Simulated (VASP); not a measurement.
Write the native input for VASP 6.6.1 that does the following.

* Task: single point
* Functional: PBE
* Potentials or basis: VASP PAW PBE potentials, release 64 (Cs_sv)
* Cutoff: 520 eV
* k mesh: 12 × 12 × 12
* Occupations: gaussian, width 0.1 eV
* Spin: no spin polarisation
* Dipole correction: no
* Further INCAR settings: ALGO = Fast; EDIFF = 1e-06; NBANDS = 10

The structure of Cs lies in POSCAR:

```
Cs
1.0
   -2.8631310622      2.8631310622      4.2042178898
    2.8631310622     -2.8631310622      4.2042178898
    2.8631310622      2.8631310622     -4.2042178898
Cs
1
Direct
    0.0000000000      0.0000000000      0.0000000000
```

This isn't the form of Cs at room conditions, which is bcc.

The cell isn't the ideal one: strained and moved within a subgroup.

These files were run (other wordings do the same):

INCAR

```
  PREC = Accurate
  ENCUT = 520
  EDIFF = 1E-6
  ISMEAR = 0
  SIGMA = 0.1
  LREAL = False
  LASPH = True
  NELM = 100
  ALGO = Fast
  ISIF = 2
  LWAVE = False
  LCHARG = False
  GGA = PE
  NBANDS = 10
```

KPOINTS

```
regular mesh
0
Gamma
  12 12 12
```

Potentials or basis: VASP PAW PBE potentials, release 64 (Cs_sv).

Command:

```console
$ cat potpaw_PBE.64/Cs_sv/POTCAR > POTCAR
$ mpirun -np 1 vasp_std > vasp.out
```

It gave:

```
Pressure               : -0.2 GPa
Band gap on the k mesh : none (metal or under the smearing width)
```

It took 2.2 min on 1 thread of Intel(R) Xeon(R) Platinum 8488C (Sapphire Rapids), with other jobs on the host, peak memory 0.44 GiB.
